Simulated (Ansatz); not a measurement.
Field gradients at the nuclei in TaN under strain

The cell is a structure deposited in the COD, relaxed with PBE at fixed cell and then changed (z compressed by 3 %, ions relaxed).

```xyz
6
Lattice="5.1960 0.0000 0.0000 -2.5980 4.4999 0.0000 0.0000 0.0000 2.8237" Properties=species:S:1:pos:R:3 pbc="T T T"
Ta    0.0000    2.9999    1.4118
Ta    2.5980    1.5000    1.4118
Ta    0.0000    0.0000    0.0000
N     2.0412    0.0000    0.0000
N     1.5774    2.7321    0.0000
N    -1.0206    1.7677    0.0000
```

Atom numbers follow the list; atoms alike are taken as one site, whose name carries the number of the first.

All values are calculated (Ansatz; DFT, PBE, plane waves and PAW, scalar-relativistic, collinear spin, 420 eV cutoff, Γ-centred 10×10×16 k-points, Fermi–Dirac smearing 0.05 eV), not measured. Start moments as typed (μB): 2 on each Ta, none on the rest.

C_Q = eQV_zz/h, which is 24.18 MHz for Q = 1 b and V_zz = 10²¹ V/m²; η = (V_xx − V_yy)/V_zz. ν_Q = 3|C_Q|/[2I(2I − 1)].

Ta-181: I = 7/2, Q = 3170 mb; ¹⁴N: I = 1, Q = 20.44 mb. Q values from Pyykkö, Mol. Phys. 116, 1328 (2018).

Task: What field gradients does the calculation give at each kind of site?

Result: 

```tsv
site	atoms (order as listed)	first shell	C_Q (MHz)	η	ν_Q (MHz)
Ta1	1, 2	6 N at 2.13 Å	-1750	0.00	125
Ta3	3	3 N at 2.04 Å; also 3 N at 3.15 Å	734	0.00	52.4
N	4, 5, 6	5 Ta at 2.04–2.13 Å	-0.558	0.18	0.837
```

An axis of threefold or higher order runs through Ta1 and Ta3, so V_zz lies along it and η is zero. At N V_zz points along its shortest bond, to Ta (within 1°).

With no gap above 0.1 eV, as in a metal, the gradients converge slowly in k; expect changes of a tenth or more on a denser mesh. Without spin–orbit coupling the gradients at and beside Ta can be off by some per cent, at some sites by more. With these PAW files V_zz is typically within 2 to 3 % of all-electron values, but misses above 10 % occur on Ta. At this changed cell the PBE pressure is 16 GPa. The start moments die out, and the run ends without spin.

The relaxation (2 steps) took 78 s of wall time (74 s of CPU time) and 0.84 GiB at its peak, on 1 thread of AMD EPYC 9R14 (Zen 4) (x86_64; 16 cores open to the job, memory cap 3.0 GiB, no GPU), a shared host with a load of 0.2 a core.
